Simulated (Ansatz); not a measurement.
## Ga2O3 (Immm) at 2 levels of theory

One geometry, relaxed with PBE; plane waves with PAW potentials in Ansatz, scalar-relativistic. No spin polarisation. Gaps are the least over mesh and band path; pressure is positive in compression.

```cif
data_structure
_symmetry_space_group_name_H-M 'P 1'
_symmetry_Int_Tables_number 1
_cell_length_a 5.2504
_cell_length_b 5.2504
_cell_length_c 5.2504
_cell_angle_alpha 147.494
_cell_angle_beta 136.087
_cell_angle_gamma 55.686
_cell_volume 53.57
loop_
_atom_site_label
_atom_site_type_symbol
_atom_site_fract_x
_atom_site_fract_y
_atom_site_fract_z
_atom_site_occupancy
Ga1 Ga 0.65425 0.65425 0.00000 1
Ga2 Ga 0.34575 0.34575 0.00000 1
O1 O 0.50000 0.00000 0.50000 1
O2 O 0.19900 0.69900 0.50000 1
O3 O 0.80100 0.30100 0.50000 1
```

| level | cutoff (eV) | k mesh | gap (eV) | pressure (GPa) |
| --- | --- | --- | --- | --- |
| PBE | 420 | 12×12×12 | 2.08 | 0.0 |

Q: What comes out on the same cell with r2SCAN?

A:
```json
{"level": "r2SCAN", "cutoff (eV)": "500", "k mesh": "12×12×12", "gap (eV)": "2.72", "pressure (GPa)": "-8.6"}
```

The structure comes from a generated guess; another structure or a mixture of phases may lie lower.
